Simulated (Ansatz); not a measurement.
**One atom moved over a plane in TiAl**

Theory: DFT PBEsol, scalar-relativistic, plane waves, PAW in Ansatz. Cutoff 420 eV, Γ-centred 16×16×12 k-points, Gaussian smearing of 0.15 eV. No spin polarisation. Energies are free energies at this smearing, counted from the undisturbed cell; pressure is positive in compression.

Reference structure (as given, not relaxed at this level; it stands at -3.9 GPa, and it needn't be the usual structure):

```yaml
crystal:
  lattice:
    - [2.83730, 0.00000, 0.00000]
    - [0.00000, 2.83730, 0.00000]
    - [0.00000, 0.00000, 4.05910]
  atoms:
    - { symbol: Ti, position: [0.00000, 0.00000, 0.00000] }
    - { symbol: Al, position: [0.50000, 0.50000, 0.50000] }
```

Atom 1 (Ti) is moved by p along (0.707, 0.707, 0.000) and q along (0.000, 0.000, 1.000) (Å), all else fixed. Points are written (p, q).

p was sampled at -0.600, -0.300, 0.000, 0.300, 0.600 and q at -0.600, -0.300, 0.000, 0.300, 0.600.

**Question.** Where on the computed points is the energy highest, and how high?

**Answer.** At (-0.600, -0.600), (-0.600, 0.600), (0.600, -0.600), (0.600, 0.600): 2.83 eV/cell.

**Question.** Away from (0, 0), which computed point is lowest?

**Answer.** (-0.300, 0.000), (0.300, 0.000): 0.20 eV/cell.

The map, in eV/cell:

```csv
p \ q,-0.600,-0.300,0.000,0.300,0.600
-0.600,2.83,1.28,0.81,1.28,2.83
-0.300,1.51,0.50,0.20,0.50,1.51
0.000,1.11,0.26,0.00,0.26,1.11
0.300,1.51,0.50,0.20,0.50,1.51
0.600,2.83,1.28,0.81,1.28,2.83
```